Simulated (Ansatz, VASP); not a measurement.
As: VASP beside Ansatz

File INCAR:

```
PREC = Accurate
ENCUT = 520
EDIFF = 1E-7
ISMEAR = -1
SIGMA = 0.1
LREAL = False
LASPH = True
NELM = 60
ALGO = Normal
ISIF = 2
LWAVE = False
LCHARG = False
GGA = RP
NBANDS = 8
```

Contents of KPOINTS:

```
regular mesh
0
Gamma
  14 14 14
```

Contents of POSCAR:

```
As
1.0
    0.0000000000      2.1452638109      2.1452638109
    2.1452638109      0.0000000000      2.1452638109
    2.1452638109      2.1452638109      0.0000000000
As
1
Direct
    0.0000000000      0.0000000000      0.0000000000
```

Input for Ansatz:

```yaml
crystal:
  lattice:
    - [0.0, 2.1452638109, 2.1452638109]
    - [2.1452638109, 0.0, 2.1452638109]
    - [2.1452638109, 2.1452638109, 0.0]
  atoms:
    - { symbol: As, position: [0.0, 0.0, 0.0] }
hamiltonian:
  xc: rpbe
  pseudopotentials:
    kind: paw
    azcp:
      As: "pseudopotentials/As.paw.azcp"
basis:
  ecutwfc: 420
  fft_grid_basis: typed
kpoints:
  mp_grid: { grid: [14, 14, 14], shift: [0, 0, 0] }
magnetization:
  spin_polarized: false
scf:
  occupations: { method: fermi_dirac, width: 0.1 }
  lower_state_search: "off"
output:
  stress: true
```

Alike in both runs: task single point; functional RPBE; k mesh 14 × 14 × 14; occupations fermi-dirac, width 0.1 eV; no spin polarisation.

|  | VASP | Ansatz |
| --- | --- | --- |
| version | VASP 6.6.1 | Ansatz 0.2.0 |
| potentials or method | VASP PAW PBE potentials, release 64 (As) | plane waves (420 eV) with PAW, scalar-relativistic |
| plane-wave cutoff (eV) | 520 | 420 |
| valence electrons in the cell | 5 | 15 |

```tsv
	VASP	Ansatz	Ansatz less VASP
pressure (GPa)	-0.1	-0.1	+0.03
```

The two sets of potentials don't hold the same shells in valence.

Caveats: the PAW data sets were made with another functional, which shifts forces and pressure a little (VASP).
